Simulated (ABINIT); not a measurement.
Crystal: W.

```
W
1.0
    -1.58234    1.58234    1.58234
     1.58234   -1.58234    1.58234
     1.58234    1.58234   -1.58234
W
1
Cartesian
  0.0000 0.0000 0.0000
```

Base run:

| Quantity | Value |
| --- | --- |
| Program | ABINIT 10.8.3 (patched build) |
| Functional | r2SCAN |
| Potentials or basis | PseudoDojo NC SR PBE v0.4.1 standard |
| Cutoff | 1197 eV |
| k mesh | 12 × 12 × 12 |
| Occupations | fermi-dirac, width 0.05 eV |
| Spin | no spin polarisation |

Its results: band gap on the k mesh none (metal or under the smearing width); pressure -0.5 GPa.

Problem. After a change of settings the same cell gave: band gap on the k mesh none (metal or under the smearing width); pressure -11.4 GPa. Which change was it?
A. potentials or basis from PseudoDojo NC SR PBE v0.4.1 standard to Ansatz NC r2SCAN; cutoff from 1197 eV to 1469 eV
B. potentials or basis from PseudoDojo NC SR PBE v0.4.1 standard to Ansatz PAW PBE default generated set, frozen core; cutoff from 1197 eV to 490 eV
C. potentials or basis from PseudoDojo NC SR PBE v0.4.1 standard to SG15 NC PBE v1.2; cutoff from 1197 eV to 844 eV; valence electrons from 14 to 28
D. potentials or basis from PseudoDojo NC SR PBE v0.4.1 standard to JTH PAW PBE v2.0; cutoff from 1197 eV to 517 eV

Solution. C.

Caveats: the potentials were made for another functional, which shifts forces and pressure; spin-orbit coupling is left out, which moves the levels of the heavy elements; a meta-GGA on potentials with a model core is unreliable (some runs).
